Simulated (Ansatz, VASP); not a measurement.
## Two plane-wave programs on MnO

```
CELL_PARAMETERS angstrom
0.00000 2.22391 2.22391
2.22391 0.00000 2.22391
2.22391 2.22391 0.00000
ATOMIC_POSITIONS crystal
Mn 0.00000 0.00000 0.00000
O 0.50000 0.50000 0.50000
```

The cell is a database's computed one.

Alike in both runs: functional PBE; k mesh 6 × 6 × 6; occupations fermi-dirac, width 0.05 eV; collinear spin.

|  | VASP | Ansatz |
| --- | --- | --- |
| version | VASP 6.6.1 | Ansatz 0.2.0 |
| potentials or method | VASP PAW PBE potentials, release 64 (Mn_pv, O) | Ansatz PAW |
| plane-wave cutoff (eV) | 520 | 420 |
| valence electrons in the cell | 19 | 21 |
| task | single point | band structure |

VASP gave:

```
gap on the k mesh at the Fermi level (eV)                     : none
pressure (GPa)                                                : -1.2
net moment per atom (μB)                                      : 2.36
size of the moment on the site where the two differ most (μB) : 4.30
```

Task: Which values does Ansatz return?

Result: gap on the k mesh at the Fermi level (eV): none; pressure (GPa): -1.4; net moment per atom (μB): 2.36; size of the moment on the site where the two differ most (μB): 4.02.

Site moments also hang on the region over which each program counts them. A gap of «none» marks a metal or a gap that the smearing closes. The two sets of potentials don't hold the same shells in valence.

Caveats: the k mesh is coarse (spacing up to 0.41 Å⁻¹), so the values aren't converged; a cell with one magnetic atom can't hold antiferromagnetic order, which such compounds often take; semilocal functionals often make such compounds metallic where correlation or magnetic order opens a gap, which also shifts bond lengths; the pressure holds a Pulay correction of +0.6 GPa for the finite cutoff (Ansatz).
